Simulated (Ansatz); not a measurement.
Gd:

```
Gd
1.0
    -2.02500    2.02500    2.02500
     2.02500   -2.02500    2.02500
     2.02500    2.02500   -2.02500
Gd
1
Direct
  0.00000 0.00000 0.00000
```

This isn't the form of Gd at room conditions, which is hcp.

Base run:

| Quantity | Value |
| --- | --- |
| Program | Ansatz 0.2.0 |
| Functional | PBEsol |
| Potentials or basis | Ansatz PAW |
| Cutoff | 420 eV (not typed: the program's choice for these potentials) |
| k mesh | 8 × 8 × 8 |
| Occupations | fermi-dirac, width 0.05 eV |
| Spin | collinear spin, ferromagnetic start |
| Starting moments | [5.2] μB |
| Fixed moment | 5.2 μB |

Its results: pressure 1.1 GPa; site moments Gd +5.94 μB.

Question: After a change of settings the same cell gave: pressure 1.7 GPa; site moments Gd +4.77 μB. Which change was it?
A. fixed moment from 5.2 μB to 7 μB; moments at the start from [5.2] to [7.0]
B. fixed moment from 5.2 μB to 1.8 μB; moments at the start from [5.2] to [1.8]
C. fixed moment from 5.2 μB to 3.5 μB; moments at the start from [5.2] to [3.5]
D. fixed moment from 5.2 μB to 10.5 μB; moments at the start from [5.2] to [10.5]

Answer: C.

Caveats: the total moment is fixed, so each spin has its own Fermi level; the PAW data sets come from PBE, with cores solved anew for the run's functional, which leaves a small shift of forces and pressure; the thresholds are loose for stress.
